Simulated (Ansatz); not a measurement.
# PbS: the cost of one run

Method: DFT PBEsol, scalar-relativistic, in Ansatz 0.2.0.

## (1) The starting structure

Symmetry: C2/m, No. 12, monoclinic system. Conventional cell: a = 5.881 Å, b = 5.800 Å, c = 11.759 Å, α = 90.00°, β = 95.27°, γ = 90.00°. Pb (site symmetry m) is surrounded by 5 S at 2.75 to 2.98 Å. S (site symmetry m) has 5 Pb at 2.75 to 2.98 Å as nearest neighbours.

Coordinates:

```cif
data_structure
_symmetry_space_group_name_H-M 'P 1'
_symmetry_Int_Tables_number 1
_cell_length_a 4.1300
_cell_length_b 4.1300
_cell_length_c 11.7590
_cell_angle_alpha 93.750
_cell_angle_beta 93.750
_cell_angle_gamma 89.205
_cell_volume 199.70
loop_
_atom_site_label
_atom_site_type_symbol
_atom_site_fract_x
_atom_site_fract_y
_atom_site_fract_z
_atom_site_occupancy
Pb1 Pb 0.77560 0.77560 0.63638 1
Pb2 Pb 0.22440 0.22440 0.36362 1
S1 S 0.26840 0.26840 0.59860 1
S2 S 0.73160 0.73160 0.40140 1
```

Atoms are numbered in the order of the input: Pb1, Pb2, S3, S4.

## (2) After the deformation

Space group C2/m before, C2/m after.

## (3) LAPW, all electrons

The input, input.yaml:

```yaml
crystal:
  lattice:
    - [2.9405, -2.9, 0.0]
    - [2.9405, 2.9, 0.0]
    - [-1.08005, 0.0, 11.3580113]
  atoms:
    - { symbol: Pb, position: [0.7756, 0.7756, 0.63638] }
    - { symbol: Pb, position: [0.2244, 0.2244, 0.36362] }
    - { symbol: S, position: [0.2684, 0.2684, 0.5986] }
    - { symbol: S, position: [0.7316, 0.7316, 0.4014] }
kpoints:
  mp_grid: { grid: [7, 7, 3] }
  band_path:
    path:
      - [0.0, 0.0, 0.0]
      - [-0.4953595958, 0.4953595958, 0.0]
      - [-0.5046404042, -0.4953595958, 0.0]
      - [-0.5, -0.5, 0.0]
      - [0.0, 0.0, 0.0]
      - [-0.5, -0.5, 0.5]
      - [-0.5166128833, -0.4833871167, 0.5]
      - [-0.4833871167, 0.4833871167, 0.5]
      - [0.0, 0.0, 0.5]
    npoints: 5
scf:
  occupations: { method: fermi_dirac, width: 0.01 }
hamiltonian:
  xc: pbesol
  pseudopotentials: { kind: all_electron, lapw: { basis_error: 0.0005 } }
output:
  forces: true
  stress: true
  eigenvalues: true
```

Started as:

```
$ ansatz run input.yaml --threads 1 --pin off --max-ram 6144MiB --backend cpu --events-out ev --progress --plain --runs-dir out
```

Q: Estimate wall time and peak memory on 1 thread of Arm Neoverse V1, shared host.

About 2.2 min, with a peak of 0.72 GiB.
